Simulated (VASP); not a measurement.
A run of VASP 6.6.1 is set up as follows.

File INCAR:

```
SYSTEM = Fe2O3
PREC     = Accurate       ! precision mode
ENCUT    = 600            ! plane-wave cutoff, eV
EDIFF    = 1E-7           ! SCF threshold, eV
ISMEAR   = 1              ! smearing method
SIGMA    = 0.1            ! smearing width, eV
LREAL    = .False.        ! projectors in reciprocal space
LASPH    = .True.         ! aspherical terms in the spheres
NELM     = 150            ! most SCF steps
ALGO     = Normal         ! electronic algorithm
ISIF     = 3              ! what is computed and relaxed
LWAVE    = .False.        ! write WAVECAR
LCHARG   = .False.        ! write CHGCAR
ISPIN    = 2              ! spin polarisation
MAGMOM   = 4 4 4 4 0 0 0 0 0 0 ! initial moments
LORBIT   = 11             ! projections on sites
LMAXMIX  = 4              ! l up to which the mixer works
LDAU     = .True.         ! DFT+U
LDAUTYPE = 2            
LDAUL    = 2 -1           ! shell
LDAUU    = 5.3 0          ! U, eV
LDAUJ    = 0 0          
LDAUPRINT= 1            
GGA      = CA             ! functional
IBRION   = 2              ! ionic algorithm
NSW      = 90             ! ionic steps
EDIFFG   = -0.005         ! ionic threshold
AMIX     = 0.2          
BMIX     = 1E-4         
AMIX_MAG = 0.8          
BMIX_MAG = 1E-4         
KPAR     = 4
```

KPOINTS

```
regular mesh
0
Gamma
  9 9 9
  0 0 0
```

File POSCAR:

```
Fe2O3                                   
1.0
    2.4966489043      1.4414409189      4.5058223767
   -2.4966489043      1.4414409189      4.5058223767
    0.0000000000     -2.8828818377      4.5058223767
  Fe              O             
     4     6
Direct
     0.3529103734928573    0.3529103734928573    0.3529103734928573
     0.1470896265071429    0.1470896265071429    0.1470896265071429
     0.6470896265071430    0.6470896265071430    0.6470896265071430
     0.8529103734928570    0.8529103734928570    0.8529103734928570
     0.5544324623407055    0.9455675376592945    0.2500000000000000
     0.2500000000000180    0.5544324623407236    0.9455675376592584
     0.9455675376592764    0.2499999999999819    0.5544324623407416
     0.4455675376592945    0.0544324623407055    0.7500000000000000
     0.7499999999999819    0.4455675376592765    0.0544324623407417
     0.0544324623407236    0.7500000000000181    0.4455675376592584
```

Potentials or basis: VASP PAW LDA potentials, release 64 (Fe, O).

The run is started by

```console
$ cat potpaw_LDA.64/Fe/POTCAR potpaw_LDA.64/O/POTCAR > POTCAR
$ mpirun -np 4 vasp_std > vasp.out
```

Question: Predict the net moment.

Answer: 20.00 μB per cell.

Question: Estimate the band gap on the k mesh.

Answer: 1.20 eV, indirect (least direct gap 1.41 eV).

Question: Predict the site moments.

Answer: Fe +4.41; O +0.35 μB.

Forces in eV/Å, atoms in the order of the input:
```
Fe   0.000  0.000 -0.005
Fe   0.000  0.000  0.005
Fe   0.000  0.000  0.005
Fe   0.000  0.000 -0.005
O   -0.005  0.000  0.000
O    0.002 -0.004  0.000
O    0.002  0.004  0.000
O    0.005  0.000  0.000
O   -0.002  0.004  0.000
O   -0.002 -0.004  0.000
```

Caveat: the relaxation stopped at its first step, so nothing moved; an odd mesh through Γ misses points on the zone boundary, where band edges often lie; only a ferromagnetic start was run, and an antiferromagnetic order may lie lower in energy.
